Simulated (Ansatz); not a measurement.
## How the vibrations of Ti change with volume

Theory: Ansatz 0.2.0, DFT PBEsol, scalar-relativistic, plane waves, PAW. Cutoff 420 eV, 12×12×14 k-points (Γ-centred), Fermi-Dirac smearing of 0.15 eV. No spin polarisation. Phonons by linear response, acoustic sum rule imposed.

The cell, relaxed at this level:
```cif
data_structure
_symmetry_space_group_name_H-M 'P6/mmm'
_symmetry_Int_Tables_number 191
_cell_length_a 4.5235
_cell_length_b 4.5235
_cell_length_c 2.7967
_cell_angle_alpha 90.000
_cell_angle_beta 90.000
_cell_angle_gamma 120.000
_cell_volume 49.56
loop_
_atom_site_label
_atom_site_type_symbol
_atom_site_symmetry_multiplicity
_atom_site_Wyckoff_symbol
_atom_site_fract_x
_atom_site_fract_y
_atom_site_fract_z
_atom_site_occupancy
Ti1 Ti 1 a 0.00000 0.00000 0.00000 1
Ti2 Ti 2 d 0.33333 0.66667 0.50000 1
```

In a metal, frequencies depend on the k mesh and the smearing, soft modes most.

Cells at 0.98 and 1.02 times the equilibrium volume were relaxed in shape and atoms; γ = −d ln ν / d ln V, modes matched by rank.

Task: Give the optical frequencies at Γ (cm⁻¹) at the three volumes and the mode Grüneisen parameters.

Result:
| 0.98 V | V | 1.02 V | γ | degeneracy |
| --- | --- | --- | --- | --- |
| 126 | 124 | 122 | 0.94 | 1 |
| 181 | 171 | 162 | 2.83 | 2 |
| 196 | 190 | 184 | 1.65 | 2 |
| 223 | 218 | 213 | 1.13 | 1 |

Task: What pressures hold the two strained cells, and what bulk modulus follows?

Result: 2.46 GPa at 0.98 V and -2.25 GPa at 1.02 V, so B = −dP/d ln V ≈ 118 GPa.

This form isn't the element's structure at ambient conditions.

Cost: 6 runs of about 8.2 core-minutes in all, on Intel Xeon Platinum 8488C (Sapphire Rapids) (shared hosts).